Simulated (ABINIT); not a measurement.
Wanted: the native input for an ABINIT 10.8.3 (patched build) run.

* Task: single point
* Functional: PBE
* Potentials or basis: JTH PAW PBE v2.0
* Cutoff: 599 eV
* k mesh: 7 × 7 × 7
* Occupations: fermi-dirac, width 0.05 eV
* Spin: no spin polarisation
* Fine-grid cutoff: 1197.3 eV
* Exchange and correlation inside the PAW spheres: full angular mesh (pawxcdev 0, this build's default; the released program takes 1)

The structure of Sn lies in POSCAR:

```
Sn
1.0
    0.0000000000      3.2333428000      3.2333428000
    3.2333428000      0.0000000000      3.2333428000
    3.2333428000      3.2333428000      0.0000000000
Sn
2
Direct
    0.7500000000      0.7500000000      0.7500000000  Sn
    0.5000000000      0.5000000000      0.5000000000  Sn
```

This isn't the form of Sn at room conditions, which is tetragonal (white tin).

The input as run:

run.abi

```
# Pseudopotentials
pp_dirpath "./"
pseudos "Sn.GGA_PBE-JTH.xml"

# Structure
structure "poscar:POSCAR"
natom 2

# Plane-wave basis
ecut 22.0
pawecutdg 44.0

# k points
kptopt 1
ngkpt 7 7 7
nshiftk 1
shiftk 0.0 0.0 0.0

# Exchange and correlation
ixc 11

# Bands and occupations
nband 18
occopt 3
tsmear 0.00183747

# SCF cycle
nstep 100
tolvrs 1.0e-9

# Output
iomode 3
prtwf 0
prteig 0
prtebands 0
enunit 1
prtden 1
prtvha 1
prtvclmb 1
prtpot 1
```

Potentials or basis: JTH PAW PBE v2.0.

Command:

```bash
$ abinit run.abi > log 2>&1
```

It gave:

| Quantity | Value |
| --- | --- |
| Pressure | 3.8 GPa |
| Band gap on the k mesh | none (metal or under the smearing width) |
| Valence electrons inside the program's atomic spheres | Sn 12.02, 12.01 (radii [1.3287] Å) |

Wall time 31 s on 1 thread of Arm Neoverse V1 (shared host), peak memory 0.15 GiB.
